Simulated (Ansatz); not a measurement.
# Resistance of the bcc W(110) / bcc Ta(110) interface

How much resistance does one bcc W(110) / bcc Ta(110) interface add to a current across the layers?

Program: Ansatz 0.2.0. Level of theory: Ansatz plane-wave DFT, PBE, PAW files; ballistic transport by layer matching (Landauer), zero bias; PAW set soft_1, in the first sound run; inputs show where later runs differ. Results are calculated unless marked as measured.

Report form: the programs' logs are mostly left out.

## Step 1: Set-up

The cell holds 20 atoms: 10 W and 10 Ta. Its edges and angles: a = 2.800 Å, b = 2.800 Å, c = 45.793 Å, α = 90.0°, β = 90.0°, γ = 109.5°. It derives from W and Ta. Regions: W, 10 atoms (10 W); Ta, 10 atoms (10 Ta). The structure's axis is c.

## Step 2: Transmission: PBE

Both metals share one in-plane lattice, the mean of the two, each at its own atomic volume. The two leads are named in the middle of each metal, so that only one of the cell's two interfaces is crossed. The mesh across the current, 46×46, is finer than the density's, because channels open and close sharply across the zone. Energies from -0.27 to 0.27 eV in steps of 0.036 eV cover the slope of the Fermi function at 300 K, so the program can form a conductance.

The input, input.yaml:

```yaml
crystal:
  lattice:
    - [1.61684, -2.2865570562, 0.0]
    - [1.61684, 2.2865570562, 0.0]
    - [0.0, 0.0, 45.7933891362]
  atoms:
    - { symbol: W, position: [0.0, 0.0, 0.0218372132] }
    - { symbol: W, position: [0.5, 0.5, 0.0686459524] }
    - { symbol: W, position: [0.0, 0.0, 0.1154546917] }
    - { symbol: W, position: [0.5, 0.5, 0.162263431] }
    - { symbol: W, position: [0.0, 0.0, 0.2090721703] }
    - { symbol: W, position: [0.5, 0.5, 0.2558809095] }
    - { symbol: W, position: [0.0, 0.0, 0.3026896488] }
    - { symbol: W, position: [0.5, 0.5, 0.3494983881] }
    - { symbol: W, position: [0.0, 0.0, 0.3963071274] }
    - { symbol: W, position: [0.5, 0.5, 0.4431158667] }
    - { symbol: Ta, position: [0.0, 0.0, 0.4931158667] }
    - { symbol: Ta, position: [0.5, 0.5, 0.5463071274] }
    - { symbol: Ta, position: [0.0, 0.0, 0.5994983881] }
    - { symbol: Ta, position: [0.5, 0.5, 0.6526896488] }
    - { symbol: Ta, position: [0.0, 0.0, 0.7058809095] }
    - { symbol: Ta, position: [0.5, 0.5, 0.7590721703] }
    - { symbol: Ta, position: [0.0, 0.0, 0.812263431] }
    - { symbol: Ta, position: [0.5, 0.5, 0.8654546917] }
    - { symbol: Ta, position: [0.0, 0.0, 0.9186459524] }
    - { symbol: Ta, position: [0.5, 0.5, 0.9718372132] }
kpoints:
  mp_grid: { grid: [14, 14, 1] }
hamiltonian:
  xc: pbe
  pseudopotentials: { kind: paw, azcp: { folder: soft_1 } }
scf:
  occupations: { method: fermi_dirac, width: 0.1 }
output:
  transmission:
    leads: [[4, 5], [14, 15]]
    kmesh: [46, 46]
    e_range: [-0.27, 0.27]
    de: 0.036
  write_potential: true
  write_density: true
  volumetric_format: npy
  elf: true
```

Started as:

```console
$ ansatz run input.yaml --threads 4 --pin off --max-ram 15360MiB --backend cpu --events-out ev --progress --plain --runs-dir out
```

It took 8.5 min on 4 threads of Arm Neoverse V1, shared host; peak memory 2.7 GiB; 26 min of CPU time.

Numbers from this step:

* free energy: -203191.4779 eV
* energy at zero smearing: -203191.2072 eV
* Fermi energy: 20.31 eV
* cell area: 7.394 Å²
* step of the lead's potential: 6.7 meV
* ballistic conductance of the lead: 9.16e14 S/m²
* estimated errors of the lead's conductance: 0, 4.4, 1.7 % (band edges, k-mesh, distance from neutral)
* lead conductance per cell: 0.8744 G₀
* step of the upper lead's potential: 1.1 meV
* ballistic conductance of the upper lead: 1.69e15 S/m²
* conductance of the junction: 5.45e14 S/m²
* junction conductance per cell: 0.5203 G₀
* estimated errors of the junction's conductance: 0.1, 0.3, 3.9, 1.7, 0.3 % (energy step, band edges, k-mesh, leads' steps, distance from neutral)
* area resistance that the stack adds (contact term taken off, spin by spin): 0.9919 fΩ m²

Per spin. The transmission, zone mean by energy, zero at the Fermi level:

| energy (eV) | transmission, zone mean |
| --- | --- |
| -0.270 | 0.442 |
| -0.234 | 0.452 |
| -0.198 | 0.481 |
| -0.162 | 0.493 |
| -0.126 | 0.504 |
| -0.090 | 0.515 |
| -0.054 | 0.516 |
| -0.018 | 0.516 |
| 0.018 | 0.521 |
| 0.054 | 0.525 |
| 0.090 | 0.536 |
| 0.126 | 0.531 |
| 0.162 | 0.516 |
| 0.198 | 0.507 |
| 0.234 | 0.494 |
| 0.270 | 0.486 |

Per spin. Open channels, zone mean against energy, zero at the Fermi level:

| energy (eV) | lead | upper lead |
| --- | --- | --- |
| -0.270 | 0.788 | 1.75 |
| -0.234 | 0.785 | 1.73 |
| -0.198 | 0.805 | 1.75 |
| -0.162 | 0.820 | 1.73 |
| -0.126 | 0.830 | 1.71 |
| -0.090 | 0.829 | 1.69 |
| -0.054 | 0.825 | 1.68 |
| -0.018 | 0.831 | 1.63 |
| 0.018 | 0.884 | 1.59 |
| 0.054 | 0.924 | 1.53 |
| 0.090 | 0.999 | 1.49 |
| 0.126 | 1.03 | 1.46 |
| 0.162 | 1.05 | 1.41 |
| 0.198 | 1.11 | 1.37 |
| 0.234 | 1.15 | 1.33 |
| 0.270 | 1.18 | 1.29 |

Transmission over k1 and k2. At -0.0180 eV from the Fermi level (the log's summary may quote the solved energy on the other side of it).

Ten even steps from '_' (0.00) to '@' (1.90), each cell a mean:
```
@@@@++++====++____________..##@@@@**__________::++++++++**@@
**++++====--==________________--==::__________::++++++++++++
++============________________________________::++++++++++++
++==--========::::::__________________....____::++++++++++++
==--------==--..--==::________________----::..--============
__________--::::========____________..====..__..____________
..________::====++++++**--__________::==++--::--::__________
______________--++**####==::::--==----++++====--::__________
________________..--++--..==##%%@@%%**--::::..______________
##..________________..--==++**%%@@@@@@==________________%%@@
@@@@::______________..++%%##++++##%%@@++________________%%@@
@@@@++______________..%%@@@@%%++++****--________________..##
--**::______________::++@@@@@@%%**--..::::..________________
____________..::----====++**%%**==::--**##==--..____________
__________..--====++++==::..______..++##**++==--::__________
..__________::::..--++--..__________::++++++==--==..______..
............::....--==::______________----==::__--::........
++++++++++++++..__::::..________________::==----============
++++++++++++++________________________________::============
++++++++++++++________________________________::========++++
##**++++++++++__________..%%%%**..____________::==--==++++##
@@@@++++++++++__..________@@@@@@@@::______::__::++++++++##@@
```
Columns: k1 (b1) from -0.5 to 0.478; rows upwards: k2 (b2) from -0.5 to 0.478.

Open channels over k1 and k2. At -0.0180 eV from the Fermi level (the log's summary may quote the solved energy on the other side of it).

Ten even steps from '0' (0.00) to '9' (3.85), each cell a mean:
```
553222301100004554000102222235
322222300000000221000001222222
222222300000000000000001222222
222223743200000000111101222222
333337755542000001222223222223
100004555555200001222222000000
310003555566500001322222200000
000000255699622332343222210000
000000024575334554323222200000
300000000012455555530000000044
541000000014555555540000000045
553000000014555555420000000004
231000111123555554343200000000
000002222232334432688554000000
000002222233300002697555300000
300000222222200001455555520002
110000232222200000255555631111
332222211222200000013557843333
222222200000000000000003322222
222222200000000000000002222222
432222300000144300000002222224
553222302200045541000402222255
```
Columns: k1 (b1) from -0.5 to 0.478; rows upwards: k2 (b2) from -0.5 to 0.478.

Electrostatic potential energy in the ca plane at fractional y = 0.000, with atoms of W and Ta within 0.2 Å of it. With pseudopotentials it is smooth inside the atoms' cores, unlike the true potential.

Ten even steps from '0' (-36 eV) to '9' (22 eV), each cell a mean:
```
11137999997311248999998400048999999961002699
32368999998532369999999632369999999974225899
76789999999876789999999876789999999998778999
98999999999998999999999998999999999999889999
88899999999988899999999988899999999998889999
54579999999744589999999754579999999986446899
21248999998421258999998510158999999973003799
12137999997212148999998300038999999951001699
```
Columns run along c (16.0 Å, from fractional 0.29 to 0.64 of the cell; values clipped at the 3rd and 97th percentile), rows up along a (2.8 Å). Atoms in or near the plane, at fractional coordinates: W at (0.30, 0.00), W at (0.40, 0.00), Ta at (0.49, 0.00), Ta at (0.60, 0.00).

ELF in the ca plane at fractional y = 0.000, with atoms of W and Ta within 0.2 Å of it. It is the smooth field of the valence electrons, not physical close to the nuclei.

Ten even steps from '0' (0.14) to '9' (0.72), each cell a mean:
```
84762444442774852544541784881454355249569325
79732533442378623433441389831453245316995135
23224533454223225433454124213543235521331255
33346543456433356433466422246643235653223565
22235543455322235433455222225543235532222455
46523533453256414433452157512543235313773145
88852443441588832443441598961453345229898225
60672454542850762544541870691464455259129426
```
Columns run along c (16.0 Å, from fractional 0.29 to 0.64 of the cell), rows up along a (2.8 Å). Atoms in or near the plane, at fractional coordinates: W at (0.30, 0.00), W at (0.40, 0.00), Ta at (0.49, 0.00), Ta at (0.60, 0.00).

Valence density in the ca plane at fractional y = 0.000, with atoms of W and Ta within 0.2 Å of it. It is the smooth field of the valence electrons, not physical close to the nuclei.

Ten even steps from '0' (0.2 e/Å³) to '9' (5.6 e/Å³), each cell a mean:
```
89830000000499720000000277730000000015775100
35410000000145300000000135310000000002542000
01000000000001000000000001000000000000110000
00000000000000000000000000000000000000000000
00000000000000000000000000000000000000000000
23200000000023100000000012200000000001221000
68620000000278610000000257620000000004773000
99940000000599830000000376730000000016776100
```
Columns run along c (16.0 Å, from fractional 0.29 to 0.64 of the cell), rows up along a (2.8 Å). Atoms in or near the plane, at fractional coordinates: W at (0.30, 0.00), W at (0.40, 0.00), Ta at (0.49, 0.00), Ta at (0.60, 0.00).

The larger of the two leads' potential steps is 6.7 meV from period to period, small in itself. The program estimates the junction's conductance to 3.9 % from the k-mesh, 0.3 % from the leads' distance from neutral and 1.7 % from their steps.

## Step 3: Resistance: PBE

This step: Ansatz plane-wave DFT, PBE, PAW files; ballistic transport by layer matching (Landauer), zero bias; specific resistance of one interface, 1/T less the mean of the leads' 1/N; PAW set soft_1 (Ansatz 0.2.0).

This step gave:

- area resistance: 0.9897 fΩ m²
- T over the leads' mean channel count: 0.4200
- twice the interface resistance (2AR, or 2AR* for magnets): 1.979 fΩ m²

Twice the interface resistance is 1.98 fΩ m² here.

By hand, with T and the leads' channels N averaged over the energies near the Fermi level: RA = A (h/2e²)(1/T − ½[1/N₁ + 1/N₂]) = 7.394×10⁻²⁰ m² × 12 906 Ω × (1/0.5193 − ½[1/0.8660 + 1/1.607]) = 0.990 fΩ m².

## Step 4: Transmission: PBE, coarse mesh, least span asked of the mesh across the current 40 Å

The same cell on a mesh a third as fine shows what a quick run would give. To save time only the energies from -0.06 to 0.06 eV are solved. The mesh is 16×16 and the cutoff, the files' own for this level, 420 eV.

This step: Ansatz plane-wave DFT, PBE, PAW files; ballistic transport by layer matching (Landauer), zero bias; PAW set soft_1 (Ansatz 0.2.0).

Changes to input.yaml since step 2:

```diff
@@ -36,5 +36,5 @@
     leads: [[4, 5], [14, 15]]
-    kmesh: [46, 46]
-    e_range: [-0.27, 0.27]
-    de: 0.036
+    kmesh: [16, 16]
+    e_range: [-0.06, 0.06]
+    de: 0.04
   write_potential: true
@@ -42,2 +42 @@
   volumetric_format: npy
-  elf: true
```

Elapsed: 93 s, on 4 threads; peak memory 2.7 GiB; 6.1 min of CPU time.

The run finished; it serves as a test, and its numbers are not taken as the result.

## Step 5: Resistance: PBE, coarse mesh

This step: Ansatz plane-wave DFT, PBE, PAW files; ballistic transport by layer matching (Landauer), zero bias; specific resistance of one interface, 1/T less the mean of the leads' 1/N; PAW set soft_1 (Ansatz 0.2.0).

Numbers from this step:

| Property | Result |
| --- | --- |
| area resistance | 0.8997 fΩ m² |
| T over the leads' mean channel count | 0.4278 |
| twice the interface resistance (2AR, or 2AR* for magnets) | 1.799 fΩ m² |

Twice the interface resistance is 1.80 fΩ m² here, against 1.98 in the first run; 42.8 % of the two leads' mean channel count pass, 42.0 % before.

## Step 6: Transmission: LDA

The functional changes to LDA at the same atoms, which shifts d bands against the Fermi level. To save time only the energies from -0.06 to 0.06 eV are solved. The mesh is 46×46 and the cutoff, the files' own for this level, 420 eV.

This step: Ansatz plane-wave DFT, LDA, PAW files; ballistic transport by layer matching (Landauer), zero bias; PAW set soft_1 (Ansatz 0.2.0).

Changes to input.yaml since step 4:

```diff
@@ -29,4 +29,4 @@
 hamiltonian:
-  xc: pbe
-  pseudopotentials: { kind: paw, azcp: { folder: soft_1 } }
+  xc: lda
+  pseudopotentials: { kind: paw, azcp: { folder: soft_1 }, xc_functional: pbe }
 scf:
@@ -36,3 +36,3 @@
     leads: [[4, 5], [14, 15]]
-    kmesh: [16, 16]
+    kmesh: [46, 46]
     e_range: [-0.06, 0.06]
```

It took 3 min on 4 threads; peak memory 2.6 GiB; 11 min of CPU time.

Numbers from this step:

| Property | Result |
| --- | --- |
| free energy | -198140.2039 eV |
| energy at zero smearing | -198139.9272 eV |
| Fermi energy | 19.96 eV |
| step of the lead's potential | 7.1 meV |
| step of the upper lead's potential | 0.8 meV |

Per spin. Table of transmission, zone mean by energy, zero at the Fermi level:

| energy (eV) | transmission, zone mean |
| --- | --- |
| -0.0600 | 0.538 |
| -0.0200 | 0.554 |
| 0.0200 | 0.555 |
| 0.0600 | 0.551 |

Over the solved energies the transmission per spin lies between 0.538 and 0.555, out of 0.929 channels of the lead on average (up to 0.999).

For the transmission per spin nearest the Fermi level, step 2 gave 0.516; this run, with LDA, gives 0.554 (+7 %).

## Step 7: Resistance: LDA

This step: Ansatz plane-wave DFT, LDA, PAW files; ballistic transport by layer matching (Landauer), zero bias; specific resistance of one interface, 1/T less the mean of the leads' 1/N; PAW set soft_1 (Ansatz 0.2.0).

This step gave:

```
area resistance                                           : 0.9316 fΩ m²
T over the leads' mean channel count                      : 0.4284
twice the interface resistance (2AR, or 2AR* for magnets) : 1.863 fΩ m²
```

Twice the interface resistance is 1.86 fΩ m² here, against 1.98 in the first run; 42.8 % of the two leads' mean channel count pass, 42.0 % before.

## Step 8: Transmission: r2SCAN, cutoff 500 eV

The same with r2SCAN, the dearer rung. To save time only the energies from -0.06 to 0.06 eV are solved. The mesh is 46×46 and the cutoff, the files' own for this level, 500 eV.

This step: Ansatz plane-wave DFT, r2SCAN, PAW files; ballistic transport by layer matching (Landauer), zero bias; PAW set soft_1 (Ansatz 0.2.0).

Changes to input.yaml since step 6:

```diff
@@ -29,4 +29,4 @@
 hamiltonian:
-  xc: lda
-  pseudopotentials: { kind: paw, azcp: { folder: soft_1 }, xc_functional: pbe }
+  xc: r2scan
+  pseudopotentials: { kind: paw, azcp: { folder: soft_1 } }
 scf:
```

It took 4.7 min on 4 threads; peak memory 3.9 GiB; 18 min of CPU time.

This step gave:

| Item | Value |
| --- | --- |
| free energy | -203434.2916 eV |
| energy at zero smearing | -203434.0385 eV |
| Fermi energy | 20.15 eV |
| step of the lead's potential | 6.7 meV |
| step of the upper lead's potential | 0.6 meV |

Per spin. Transmission, zone mean against energy, zero at the Fermi level:

| energy (eV) | transmission, zone mean |
| --- | --- |
| -0.0600 | 0.479 |
| -0.0200 | 0.485 |
| 0.0200 | 0.486 |
| 0.0600 | 0.487 |

Over the solved energies the transmission per spin lies between 0.479 and 0.487, out of 0.806 channels of the lead on average (up to 0.862).

## Step 9: Resistance: r2SCAN

This step: Ansatz plane-wave DFT, r2SCAN, PAW files; ballistic transport by layer matching (Landauer), zero bias; specific resistance of one interface, 1/T less the mean of the leads' 1/N; PAW set soft_1 (Ansatz 0.2.0).

This step gave:

```yaml
area_resistance: 1.074 fΩ m²
t_over_the_leads_mean_channel_count: 0.4083
twice_the_interface_resistance_2ar_or_2ar_star_for_magnets: 2.148 fΩ m²
```

Twice the interface resistance is 2.15 fΩ m² here, against 1.98 in the first run; 40.8 % of the two leads' mean channel count pass, 42.0 % before.

(Part 1 of 2 ends here.)

[Logs are printed without paths, hosts, clocks, repeated set-up lines and the standing remarks that a program may print on its own settings, such as how far it seeks lower states.]

[Hosts, paths, dates, database ids (printed as entryN), source tags and the programs' standing remarks are cut or masked in the printed files.]
